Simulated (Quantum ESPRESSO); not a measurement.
Os: zone-centre phonons under several settings

```
CELL_PARAMETERS angstrom
2.73410 0.00000 0.00000
-1.36705 2.36780 0.00000
0.00000 0.00000 4.31970
ATOMIC_POSITIONS crystal
Os 0.66667 0.33333 0.75000
Os 0.33333 0.66667 0.25000
```

All runs used Quantum ESPRESSO 7.5; k mesh 11 × 11 × 6; no spin polarisation.

```tsv
level	potentials	geometry	cutoff (eV)	occupations	volume (Å³/atom)	pressure (GPa)	lowest optical mode without the field (cm⁻¹)	highest optical mode without the field (cm⁻¹)
PBEsol	PseudoDojo 0.4.1 SR PBEsol standard	relaxed cell	1007	cold, width 0.2 eV	13.88	0.0	147	220
PBE	SSSP 1.3 efficiency PBE	relaxed cell	748	methfessel-paxton, width 0.136 eV	14.26	0.0	147	215
PBEsol	GBRV 1.5 PBEsol	relaxed cell	612	cold, width 0.2 eV	13.88	0.0	147	221
PBE	JTH 2.0 PBE	relaxed cell	490	cold, width 0.272 eV	14.28	0.0	145	210
LDA	PseudoDojo 0.4.1 SR LDA standard	relaxed cell	1007	gaussian, width 0.272 eV	13.68	0.0	159	224
PBE	PseudoDojo 0.4.1 SR PBE standard	given cell, atoms relaxed	1007	cold, width 0.272 eV	13.98	?	?	?
```

Q: What stands in the row left open?

A: Pressure 8.2 GPa; lowest optical mode without the field 150 cm⁻¹; highest optical mode without the field 223 cm⁻¹.

Caveats: the mesh is thin for the phonons of a metal; the cutoff is low for these files, which shifts pressure and relaxed volume (some runs); the cell is more than 3 GPa from zero pressure, which shifts response properties (some runs).

For the row left open. Caveat: the mesh is thin for the phonons of a metal; the cell is more than 3 GPa from zero pressure, which shifts response properties.

The runs don't all hold the same shells in valence.
